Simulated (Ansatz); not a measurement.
## Si in Ansatz: the effect of functional

The system is Si.

```
Si
1.0
     0.00000    2.72185    2.72185
     2.72185    0.00000    2.72185
     2.72185    2.72185    0.00000
Si
2
Direct
  0.50000 0.50000 0.50000
  0.75000 0.75000 0.75000
```

Alike in all runs:

```yaml
Program: Ansatz 0.2.0
Task: single point
Potentials_or_basis: all-electron PAW datasets made for the crystal
k_mesh: 6 × 6 × 6
Occupations: fermi-dirac, width 0.05 eV
Spin: no spin polarisation
```

Q: One run gave: gap on the mesh 0.61 eV. Which functional did it use?
A. PBEsol
B. PBE
C. HSE06
D. PBE0

A: A.

| functional | cutoff | gap on the mesh (eV) |
| --- | --- | --- |
| PBE | 180 eV | 0.72 |
| HSE06 | 200 eV | 1.30 |
| PBE0 | 200 eV | 1.95 |
| PBEsol | 180 eV | 0.61 |

A k mesh can miss the band edges.

Not every run made on this cell is shown here.
